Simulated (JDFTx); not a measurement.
**Ge under changes of volume**

One of the cells (22.639 Å³/atom); the others are scaled copies at fixed shape and fractional positions:

```
Ge
1.0
     0.00000    2.82891    2.82891
     2.82891    0.00000    2.82891
     2.82891    2.82891    0.00000
Ge
2
Cartesian
  4.2434 4.2434 4.2434
  2.8289 2.8289 2.8289
```

| Property | Result |
| --- | --- |
| Program | JDFTx 1.7.0 (patched build) |
| Functional | PBEsol |
| Potentials or basis | PseudoDojo-SR-PBEsol-0.4.1-standard |
| Cutoff | 1061 eV |
| Density cutoff | 8490 eV |
| k mesh | 8 × 8 × 8 |
| Occupations | fermi-dirac, width 0.05 eV |
| Spin | no spin polarisation |

```csv
volume (Å³/atom),energy over the lowest point (meV/atom),pressure (GPa)
21.281,25.13,5.6
21.733,?,?
22.186,3.77,2.1
22.639,0.00,0.6
23.092,0.01,-0.7
23.545,3.58,-1.9
23.997,10.33,-2.9
```

Problem. What does the run at 21.733 Å³/atom give?

Solution. Energy over the lowest point 11.93 meV/atom; pressure 3.7 GPa.

Worked out: A Birch-Murnaghan fit of order 3 (a polynomial in V^(-2/3)) to the other rows has its minimum at 22.85 Å³/atom with B0 = V·E''(V) = 66 GPa and B' = 4.5. It gives 12.04 meV/atom at 21.733 Å³/atom, against the run's 11.93, and -dE/dV = 3.7 GPa, against 3.7.

Energies are extrapolated to zero smearing.
